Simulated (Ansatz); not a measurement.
# Si2Mo (I4/mmm) in Ansatz: a series of runs

The runs below take Si2Mo through projected density of states, with PBE+U.

All numbers are computed with Ansatz 0.2.0; they aren't measurements. Logs are shortened: lines on timing, memory, paths and dates and some standing lists are left out, and cuts for length are marked.

**1. The crystal as given**

The structure is tetragonal, space group I4/mmm (No. 139). Conventional cell: a = 3.200 Å, b = 3.200 Å, c = 7.861 Å, α = 90.00°, β = 90.00°, γ = 90.00°. Mo (site symmetry 4/mmm) is surrounded by 10 Si at 2.62 Å. Si (site symmetry 4mm) has 5 Si at 2.61 to 2.63 Å and 5 Mo at 2.62 Å as nearest neighbours.

**2. Projected density of states, PBE+U**

input.yaml

```yaml
crystal:
  lattice:
    - [-1.6, 1.6, 3.9305]
    - [1.6, -1.6, 3.9305]
    - [1.6, 1.6, -3.9305]
  atoms:
    - { symbol: Mo, position: [0.0, 0.0, 0.0] }
    - { symbol: Si, position: [0.667, 0.667, 0.0] }
    - { symbol: Si, position: [0.333, 0.333, 0.0] }
hamiltonian:
  xc: pbe
  pseudopotentials: { kind: paw }
  hubbard: { sites: [{ species: Mo, l: d, u_eff: 3.0 }] }
kpoints:
  mp_grid: { grid: [12, 12, 12] }
scf:
  occupations: { method: fermi_dirac, width: 0.05 }
  n_extra_bands: 7
output:
  forces: true
  stress: true
  eigenvalues: true
  dos: { projected: true, de: 0.05, nscf_kmesh: { grid: [18, 18, 18] } }
```

Potentials or basis: Ansatz PAW.

Run with:

```bash
> ansatz run input.yaml --threads 2 --pin off --max-ram 5632MiB --backend cpu --events-out ev --progress --plain --runs-dir out
```

What it wrote:

```text
Warning: RAYON_NUM_THREADS=2 ignored (pool sized by the plan → 2); use --threads N
basis.fft_grid_basis auto: the FFT boxes are laid along the combinations [[1, 0, 1], [0, 1, 1], [0, 0, 1]] of the cell's own vectors, 3.200, 3.200 and 4.535 Å long. The dense box has 24×24×32 points. Along the cell's own vectors, as sized, it would have 32×32×32, 1.78 times as many. Of the 16 symmetry operations that the crystal satisfies within crystal.symmetry.tolerance (time reversal apart; of a slab, those that keep its plane) the dense box along the cell's own vectors carries 16, and the one as laid loses 12 of those. basis.fft_grid_basis: typed keeps the cell's own vectors: state it where this run's energies or levels are differenced outside the engine with another run's, or held beside a run that keeps those vectors.
Mo: projections on atomic orbitals take those of the free atom [Ar 3d10] 4s2 4p6 4d5 5s1, of charge +0.00 (hamiltonian.pseudopotentials.projection_atoms); the dataset's partial waves leave at most 6.0e-6 of an orbital's norm unspanned inside its sphere
Si: projections on atomic orbitals take those of the free atom [Ne] 3s2 3p2, of charge +0.00 (hamiltonian.pseudopotentials.projection_atoms); the dataset's partial waves leave at most 6.1e-8 of an orbital's norm unspanned inside its sphere
scf.n_extra_bands = 7 over 11 filled bands (N_el = 22.0): the run solves 18 bands
Engine: ansatz 0.2.0, aarch64-unknown-linux-gnu
Pseudopotentials: kind: paw
Pseudopotential: Mo, paw, valence charge 14, recommended cutoff 420 eV (normal), Mo.paw.azcp
Pseudopotential: Si, paw, valence charge 4, recommended cutoff 420 eV (normal), Si.paw.azcp
Functional definition: PBE
  parameter kappa = 0.804
  parameter beta = 0.06672455060314922
  exchange = pbe_x(kappa = kappa, mu = beta*pi^2/3)
  correlation = pbe_c(beta = beta)
Crystal: 3 atoms, lattice volume = 40.248 Å³
Basis set: ecut = 420 eV, 769 PW (Γ), FFT grids on a1+a3, a2+a3, a3, exchange–correlation on 48×48×64 points (8 copies of the dense FFT grid, shifted against one another)
Bands: 18, of which v1, the nominal top of the filled ones, is band 11 counted from 1 (10 counted from 0)
Symmetry: 16 space group operations
Space group: I4/mmm (ITA 139), of the structure as read, at distance tolerance 3.4e-5 Å
k-points: 163 of 1728
Non-local potential: Mo, projectors of the file, l = 0: 3, l = 1: 2, l = 2: 2, l = 3: 1
Non-local potential: Si, projectors of the file, l = 0: 2, l = 1: 2, l = 2: 2
PAW form: soft (Blöchl's): semilocal exchange-correlation on the pseudo side does not see the compensation charge
PAW one-centre angular grid: Mo, 590 points (default); XC on 64 Gauss nodes
PAW one-centre angular grid: Si, 110 points (default); XC on 64 Gauss nodes
Initial density: superposition of atomic densities (chi_scale 0.1, normalization cell, long waves kept (reshape's long-wave potential 0.00 eV rms))
Initial wavefunctions: pseudopotential atomic-orbital guess
Functional: x = pbe(κ = 0.804, μ = 0.2195149727645171), c = pbe(β = 0.06672455060314922)
SCF iter   1: F=—  HF=-6226.592667 eV  |F-HF|=—  |Δ(HF+E_count)|=         —  Δρ=9.30e-2  dr2=5.37e0  ethr=3.10e-3  ⟨swp⟩=5.4  Hψ=16192  notcnv=0
preconditioner: auto → Kerker (q_TF=auto, 2.467 Å⁻¹)  [metal: Δε(μ)=0.047 eV  Ē_g=9.683 eV  σ=0.050 eV  W_gap=0.23  n_scr=10 (ndim 8)  ℏωp=21.9 eV  f_vac=0.000  D(μ)=0.61/eV (n_scr^D=2)]
SCF iter   2: F=—  HF=-6225.445728 eV  |F-HF|=—  |Δ(HF+E_count)|=    1.15e0  Δρ=3.10e-2  dr2=2.74e-1  ethr=3.10e-3  ⟨swp⟩=2.1  Hψ=6785  notcnv=0  defer=248
preconditioner: auto → none  [insulator: Δε(μ)=0.142 eV  Ē_g=9.476 eV  σ=0.050 eV  W_gap=0.60  n_scr=10 (ndim 8)  ℏωp=21.9 eV  f_vac=0.000  D(μ)=0.27/eV (n_scr^D=0)  ε∞_Penn≈6.3]
SCF iter   3: F=—  HF=-6225.488385 eV  |F-HF|=—  |Δ(HF+E_count)|=   4.27e-2  Δρ=1.13e-2  dr2=2.44e-2  ethr=1.24e-3  ⟨swp⟩=2.6  Hψ=4355  notcnv=0  defer=248
SCF iter   4: F=—  HF=-6225.516954 eV  |F-HF|=—  |Δ(HF+E_count)|=   2.86e-2  Δρ=2.97e-3  dr2=7.47e-3  ethr=1.11e-4  ⟨swp⟩=2.7  Hψ=4832  notcnv=0  defer=249
SCF iter   5: F=—  HF=-6225.516077 eV  |F-HF|=—  |Δ(HF+E_count)|=   8.77e-4  Δρ=7.68e-4  dr2=2.39e-4  ethr=3.40e-5  ⟨swp⟩=1.7  Hψ=3730  notcnv=0  defer=248
SCF iter   6: F=—  HF=-6225.516161 eV  |F-HF|=—  |Δ(HF+E_count)|=   8.41e-5  Δρ=1.71e-4  dr2=7.54e-6  ethr=1.08e-6  ⟨swp⟩=2.2  Hψ=3711  notcnv=0  defer=248
SCF iter   7: F=—  HF=-6225.516171 eV  |F-HF|=—  |Δ(HF+E_count)|=   9.84e-6  Δρ=2.65e-5  dr2=2.27e-7  ethr=3.43e-8  ⟨swp⟩=2.5  Hψ=3880  notcnv=0  defer=248
SCF iter   8: F=-6225.516171 eV  HF=-6225.516171 eV  |F-HF|=1.65e-8  |Δ(HF+E_count)|=   2.45e-7  Δρ=5.85e-6  dr2=2.26e-8  ethr=4.55e-10  ⟨swp⟩=9.2  Hψ=12905  notcnv=0
SCF 1 converged in 8 iterations: F = -6225.516171 eV  dr2 = 2.26e-8
NSCF: frozen V_eff on 480 k-points
SCF converged after 8 iterations
Free energy (F): -6225.516171 eV
Harris-Foulkes:  -6225.516171 eV  (|F-HF|=1.65e-8)
Internal energy: -6225.514275 eV  (E = F + TS)
E sigma→0 (E₀):  -6225.515223 eV
Entropy (-TS):   -0.001896 eV (-0.632 meV/atom)
Fermi energy:    15.867333 eV
--- Per-component energies (eV) ---
  E_band       = -46.127537
  E_kinetic    = 531.744781
  E_local      = -1150.176235  (includes V_loc(G=0)·N_el)
  E_nonlocal   = 192.807473
  E_hartree    = 429.493950
  E_xc         = -298.485427
  E_vxc        = -328.854549  (∫ρ·V_xc dr)
  E_hubbard    = 3.574959  (on-site DFT+U / exact-exchange correction)
  E_vhub       = -1.460661  (the Hubbard potential's part of the band-sum identity)
  E_paw        = -4226.951698  (= ΣΔE_a)
  E_vpaw       = -149.181973  (= ΣTr[D̂ρ^β])
  E_aug_tail   = 0.000040  (compensation charges beyond the density's cutoff)
  E_ewald      = -1707.522119
  E_smearing   = -0.001896  (= −TS)
  E_closure    = -0.000000  (closes the sum)
  Σ components = -6225.516171   (vs F -6225.516171, Δ=0.00e0)
--- Forces (eV/Å), atoms counted from 1 ---
  atom   1  Mo     0.00000000     0.00000000     0.00000000
  atom   2  Si    -0.00000000    -0.00000000    -0.48156155
  atom   3  Si     0.00000000    -0.00000000     0.48156155
  max |Σ_I F_I| component: 8.33e-17 eV/Å
--- Stress (GPa, compression-positive) ---
        2.275231       0.000000      -0.000000
        0.000000       2.275231       0.000000
        0.000000       0.000000      -0.049211
  P = ⅓ Tr σ = 1.5004 GPa (15.004 kbar)
--- Band table (eV; the first three rows and the last of 163) ---
  k-point 0: bands = ["-44.5425", "-18.7228", "-18.6167", "-18.6167", "2.4973", "9.6661", "12.5002", "13.1340", "13.1340", "13.1997", "16.1318", "19.0260", "19.0557", "19.6218", "19.6218", "20.1351", "20.8859", "20.8859"]
  k-point 1: bands = ["-44.5400", "-18.7193", "-18.6339", "-18.6313", "2.7113", "9.8561", "11.7579", "12.6186", "13.2541", "13.9404", "15.4124", "18.4072", "19.3649", "19.3909", "19.7240", "20.4913", "21.4088", "21.8281"]
  k-point 2: bands = ["-44.5334", "-18.7101", "-18.6789", "-18.6711", "3.3300", "10.3079", "11.0221", "11.5732", "13.4317", "14.0155", "14.5295", "18.0680", "19.3823", "19.5296", "19.8901", "20.6667", "23.1748", "23.2466"]
  k-point 162: bands = ["-44.5419", "-18.7476", "-18.6184", "-18.6184", "4.3035", "5.9954", "12.6958", "13.7598", "15.1350", "15.1350", "15.4238", "15.4238", "16.2671", "20.5778", "21.1270", "21.8819", "24.4111", "25.0623"]
Occupation matrices written to <dir>
```

Run time: 9 s. Hardware: 2 threads of Arm Neoverse V2, shared host; peak memory 0.54 GiB.

Results:

* Free energy: -6225.5162 eV
* Pressure: 1.5 GPa
* Largest force: 0.482 eV/Å
* Band gap on the k mesh: none (metal or under the smearing width)
* Density of states at the Fermi level: 0.20 states/eV per cell

Forces on the atoms (eV/Å):
```
Mo   0.000  0.000  0.000
Si   0.000  0.000 -0.482
Si   0.000  0.000  0.482
```

Stress tensor (GPa, compression positive):
```
 2.28  0.00  0.00
 0.00  2.28  0.00
 0.00  0.00 -0.05
```

States per cell in windows of 1 eV (zero at the Fermi level; states under -8 eV left out):
| from (eV) | total | Mo 4d | Si 3p | Si 3s | Mo 5s | Mo 4p |
| --- | --- | --- | --- | --- | --- | --- |
| -8.0 | 0.64 | 0.17 | 0.22 | 0.22 | 0.01 | 0.01 |
| -7.0 | 0.61 | 0.17 | 0.32 | 0.09 | 0.02 | 0.00 |
| -6.0 | 1.20 | 0.30 | 0.78 | 0.07 | 0.03 | 0.01 |
| -5.0 | 0.85 | 0.27 | 0.42 | 0.12 | 0.03 | 0.01 |
| -4.0 | 1.52 | 0.70 | 0.57 | 0.15 | 0.06 | 0.01 |
| -3.0 | 3.58 | 2.10 | 1.19 | 0.16 | 0.03 | 0.02 |
| -2.0 | 2.01 | 1.12 | 0.74 | 0.07 | 0.01 | 0.02 |
| -1.0 | 0.61 | 0.51 | 0.07 | 0.01 | 0.00 | 0.00 |
| 0.0 | 0.45 | 0.24 | 0.13 | 0.06 | 0.00 | 0.00 |
| 1.0 | 1.31 | 0.67 | 0.36 | 0.19 | 0.01 | 0.00 |
| 2.0 | 2.26 | 1.19 | 0.56 | 0.35 | 0.03 | 0.00 |
| 3.0 | 1.87 | 0.64 | 0.57 | 0.24 | 0.16 | 0.00 |
| 4.0 | 1.91 | 0.44 | 0.70 | 0.23 | 0.19 | 0.00 |
| 5.0 | 1.68 | 0.29 | 0.73 | 0.15 | 0.10 | 0.00 |
| 6.0 | 1.54 | 0.21 | 0.71 | 0.12 | 0.07 | 0.00 |
| 7.0 | 1.54 | 0.15 | 0.72 | 0.08 | 0.07 | 0.00 |

Eigenvalues of the final occupation matrices:
```
  site  spin  trace               eigenvalues
site 1     1   2.87  0.46 0.50 0.64 0.64 0.64
```

Caveat: U without spin polarisation on a metal has little footing; the U is typed as a test and isn't derived for this compound; the density of states is complete only up to the lowest level of the last band computed.

**3. Projected density of states, PBE+U**

Changes to input.yaml since step 2:

```diff
@@ -12,3 +12,3 @@
   pseudopotentials: { kind: paw }
-  hubbard: { sites: [{ species: Mo, l: d, u_eff: 3.0 }] }
+  hubbard: { sites: [{ species: Mo, l: d, u_eff: 4.0 }] }
 kpoints:
@@ -23 +23,5 @@
   dos: { projected: true, de: 0.05, nscf_kmesh: { grid: [18, 18, 18] } }
+  write_density: true
+  write_potential: true
+  elf: true
+  volumetric_format: npy
```

Potentials or basis: Ansatz PAW.

Run with:

```bash
> ansatz run input.yaml --threads 2 --pin off --max-ram 5632MiB --backend cpu --events-out ev --progress --plain --runs-dir out
```

It took 11 s on 2 threads of Arm Neoverse V2, shared host; peak memory 0.63 GiB.

The run converged. Its results:

```yaml
Free_energy: -6224.3282 eV
Pressure: 1.3 GPa
Largest_force: 0.552 eV/Å
Band_gap_on_the_k_mesh: none (metal or under the smearing width)
Density_of_states_at_the_Fermi_level: 0.18 states/eV per cell
```

Forces on the atoms (eV/Å):
```
Mo   0.000  0.000  0.000
Si   0.000  0.000 -0.552
Si   0.000  0.000  0.552
```

Stress tensor (GPa, compression positive):
```
 2.23  0.00  0.00
 0.00  2.23  0.00
 0.00  0.00 -0.48
```

Levels at points of the mesh, in eV from the Fermi level:
| k point | band 7 | band 8 | band 9 | band 10 | band 11 | band 12 | band 13 | band 14 | band 15 | band 16 |
| --- | --- | --- | --- | --- | --- | --- | --- | --- | --- | --- |
| (0.00, 0.00, 0.00) | -3.32 | -2.76 | -2.76 | -2.50 | 0.19 | 3.20 | 3.23 | 3.81 | 3.81 | 4.37 |
| (0.00, 0.00, -0.50) | -5.58 | -5.17 | -4.36 | -3.25 | -0.95 | 2.93 | 3.01 | 3.16 | 3.19 | 4.99 |
| (0.00, -0.50, 0.00) | -4.77 | -4.33 | -2.66 | -2.42 | -0.74 | 2.73 | 3.13 | 4.17 | 4.39 | 5.61 |
| (-0.50, -0.50, -0.50) | -3.01 | -2.02 | -0.79 | -0.79 | -0.40 | -0.40 | 0.33 | 4.75 | 5.31 | 6.07 |

States per cell in windows of 1 eV (zero at the Fermi level; states under -8 eV left out):
```tsv
from (eV)	total	Mo 4d	Si 3p	Si 3s	Mo 5s	Mo 4p
-8.0	0.64	0.18	0.22	0.22	0.01	0.01
-7.0	0.61	0.17	0.32	0.09	0.02	0.00
-6.0	1.18	0.29	0.76	0.07	0.03	0.01
-5.0	0.86	0.27	0.42	0.12	0.03	0.01
-4.0	1.53	0.70	0.58	0.15	0.06	0.01
-3.0	3.52	2.06	1.16	0.17	0.03	0.02
-2.0	2.15	1.22	0.77	0.07	0.01	0.02
-1.0	0.53	0.45	0.06	0.00	0.00	0.00
0.0	0.40	0.21	0.12	0.06	0.00	0.00
1.0	1.28	0.64	0.36	0.20	0.01	0.00
2.0	2.29	1.21	0.57	0.36	0.04	0.00
3.0	1.87	0.66	0.57	0.25	0.15	0.00
4.0	1.91	0.44	0.70	0.23	0.19	0.00
5.0	1.69	0.29	0.73	0.15	0.10	0.00
6.0	1.54	0.21	0.72	0.12	0.07	0.00
7.0	1.54	0.15	0.72	0.08	0.07	0.00
```

Eigenvalues of the final occupation matrices:
```
  site  spin  trace               eigenvalues
site 1     1   2.88  0.45 0.50 0.64 0.64 0.65
```

Caveat: U without spin polarisation on a metal has little footing; the U is typed as a test and isn't derived for this compound; the density of states is complete only up to the lowest level of the last band computed.

**4. Projected density of states, PBE+U**

Changes to input.yaml since step 3:

```diff
@@ -12,3 +12,3 @@
   pseudopotentials: { kind: paw }
-  hubbard: { sites: [{ species: Mo, l: d, u_eff: 4.0 }] }
+  hubbard: { sites: [{ species: Mo, l: d, u_eff: 5.0 }] }
 kpoints:
@@ -23,5 +23 @@
   dos: { projected: true, de: 0.05, nscf_kmesh: { grid: [18, 18, 18] } }
-  write_density: true
-  write_potential: true
-  elf: true
-  volumetric_format: npy
```

Run with:

```bash
> ansatz run input.yaml --threads 2 --pin off --max-ram 5632MiB --backend cpu --events-out ev --progress --plain --runs-dir out
```

Run time: 9 s. Hardware: 2 threads of Arm Neoverse V2, shared host; peak memory 0.54 GiB.

Results (log left out):

- Free energy: -6223.1485 eV
- Pressure: 1.2 GPa
- Largest force: 0.619 eV/Å
- Band gap on the k mesh: none (metal or under the smearing width)
- Density of states at the Fermi level: 0.15 states/eV per cell

Forces on the atoms (eV/Å):
```
Mo   0.000  0.000  0.000
Si   0.000  0.000 -0.619
Si   0.000  0.000  0.619
```

Stress tensor (GPa, compression positive):
```
 2.25  0.00  0.00
 0.00  2.25  0.00
 0.00  0.00 -0.83
```

Levels at points of the mesh, in eV from the Fermi level:
```tsv
k point	band 7	band 8	band 9	band 10	band 11	band 12	band 13	band 14	band 15	band 16
(0.00, 0.00, 0.00)	-3.28	-2.80	-2.80	-2.30	0.10	3.24	3.26	3.85	3.85	4.47
(0.00, 0.00, -0.50)	-5.54	-5.14	-4.31	-3.31	-0.90	3.12	3.15	3.16	3.20	5.04
(0.00, -0.50, 0.00)	-4.72	-4.28	-2.73	-2.35	-0.82	2.90	3.17	4.22	4.44	5.66
(-0.50, -0.50, -0.50)	-2.82	-1.91	-0.86	-0.86	-0.37	-0.37	0.24	4.79	5.36	6.13
```

States per cell in windows of 1 eV (zero at the Fermi level; states under -8 eV left out):
```
from (eV)  total  Mo 4d  Si 3p  Si 3s  Mo 5s  Mo 4p
     -8.0   0.64   0.18   0.22   0.22   0.01   0.01
     -7.0   0.61   0.17   0.32   0.08   0.02   0.00
     -6.0   1.17   0.29   0.75   0.07   0.03   0.01
     -5.0   0.86   0.27   0.43   0.12   0.03   0.01
     -4.0   1.54   0.70   0.59   0.14   0.06   0.01
     -3.0   3.44   2.00   1.14   0.17   0.03   0.02
     -2.0   2.32   1.36   0.79   0.07   0.01   0.02
     -1.0   0.44   0.38   0.05   0.00   0.00   0.00
      0.0   0.36   0.18   0.11   0.05   0.00   0.00
      1.0   1.26   0.62   0.36   0.20   0.01   0.00
      2.0   2.31   1.21   0.57   0.36   0.04   0.00
      3.0   1.89   0.69   0.57   0.25   0.13   0.00
      4.0   1.90   0.45   0.69   0.23   0.20   0.00
      5.0   1.70   0.30   0.74   0.15   0.10   0.00
      6.0   1.54   0.21   0.72   0.12   0.07   0.00
      7.0   1.54   0.14   0.72   0.08   0.07   0.00
```

Eigenvalues of the final occupation matrices:
```csv
site,spin,trace,eigenvalues
site 1,1,2.88,0.43 0.49 0.65 0.65 0.66
```

Caveat: U without spin polarisation on a metal has little footing; the U is typed as a test and isn't derived for this compound; the density of states is complete only up to the lowest level of the last band computed.

**5. Projected density of states, PBE+U**

Changes to input.yaml since step 4:

```diff
@@ -12,3 +12,3 @@
   pseudopotentials: { kind: paw }
-  hubbard: { sites: [{ species: Mo, l: d, u_eff: 5.0 }] }
+  hubbard: { sites: [{ species: Mo, l: d, u_eff: 6.0 }] }
 kpoints:
```

Run with:

```bash
> ansatz run input.yaml --threads 2 --pin off --max-ram 5632MiB --backend cpu --events-out ev --progress --plain --runs-dir out
```

Run time: 9.5 s. Hardware: 2 threads of Arm Neoverse V2, shared host; peak memory 0.54 GiB.

Results (log left out):

```yaml
Free_energy: -6221.9788 eV
Pressure: 1.2 GPa
Largest_force: 0.692 eV/Å
Band_gap_on_the_k_mesh: none (metal or under the smearing width)
Density_of_states_at_the_Fermi_level: 0.08 states/eV per cell
```

Forces on the atoms (eV/Å):
```
Mo   0.000  0.000  0.000
Si   0.000  0.000 -0.692
Si   0.000  0.000  0.692
```

Stress tensor (GPa, compression positive):
```
 2.41  0.00  0.00
 0.00  2.41  0.00
 0.00  0.00 -1.07
```

Levels at points of the mesh, in eV from the Fermi level:
```
              k point  band 8  band 9  band 10  band 11  band 12  band 13  band 14  band 15
   (0.00, 0.00, 0.00)   -2.85   -2.85    -2.06    -0.01     3.28     3.30     3.90     3.90
  (0.00, 0.00, -0.50)   -5.10   -4.25    -3.39    -0.84     3.13     3.24     3.24     3.41
  (0.00, -0.50, 0.00)   -4.24   -2.82    -2.25    -0.92     3.09     3.20     4.27     4.48
(-0.50, -0.50, -0.50)   -1.79   -0.95    -0.95    -0.33    -0.33     0.12     4.83     5.41
```

States per cell in windows of 0.5 eV (zero at the Fermi level; states under -8 eV left out):
```tsv
from (eV)	total	Mo 4d	Si 3p	Si 3s	Mo 5s	Mo 4p
-8.0	0.36	0.10	0.12	0.13	0.01	0.00
-7.5	0.28	0.09	0.10	0.09	0.00	0.00
-7.0	0.20	0.07	0.08	0.05	0.00	0.00
-6.5	0.37	0.10	0.22	0.03	0.01	0.00
-6.0	0.62	0.15	0.41	0.02	0.02	0.01
-5.5	0.53	0.13	0.33	0.04	0.01	0.01
-5.0	0.48	0.13	0.26	0.06	0.01	0.00
-4.5	0.40	0.14	0.18	0.06	0.02	0.00
-4.0	0.78	0.33	0.32	0.08	0.04	0.00
-3.5	0.75	0.37	0.28	0.06	0.02	0.00
-3.0	1.25	0.68	0.44	0.08	0.02	0.01
-2.5	2.06	1.22	0.67	0.10	0.01	0.01
-2.0	1.80	1.02	0.64	0.06	0.01	0.02
-1.5	0.78	0.53	0.20	0.02	0.00	0.00
-1.0	0.29	0.25	0.03	0.00	0.00	0.00
-0.5	0.06	0.05	0.01	0.00	0.00	0.00
0.0	0.05	0.02	0.02	0.00	0.00	0.00
0.5	0.23	0.11	0.07	0.04	0.00	0.00
1.0	0.47	0.22	0.15	0.07	0.00	0.00
1.5	0.73	0.34	0.21	0.13	0.01	0.00
2.0	1.06	0.52	0.25	0.21	0.02	0.00
2.5	1.26	0.67	0.33	0.15	0.03	0.00
3.0	0.93	0.43	0.27	0.12	0.03	0.00
3.5	0.99	0.33	0.31	0.13	0.08	0.00
4.0	0.91	0.25	0.30	0.10	0.10	0.00
4.5	0.98	0.21	0.37	0.12	0.10	0.00
5.0	0.86	0.16	0.38	0.08	0.06	0.00
5.5	0.85	0.15	0.37	0.07	0.05	0.00
6.0	0.81	0.11	0.38	0.06	0.04	0.00
6.5	0.74	0.10	0.34	0.06	0.03	0.00
7.0	0.80	0.09	0.37	0.05	0.03	0.00
7.5	0.75	0.06	0.35	0.03	0.04	0.00
```

Eigenvalues of the final occupation matrices:
```csv
site,spin,trace,eigenvalues
site 1,1,2.89,0.42 0.48 0.66 0.66 0.67
```

Caveat: U without spin polarisation on a metal has little footing; the U is typed as a test and isn't derived for this compound; the density of states is complete only up to the lowest level of the last band computed.

(Part 1 of 2 ends here.)
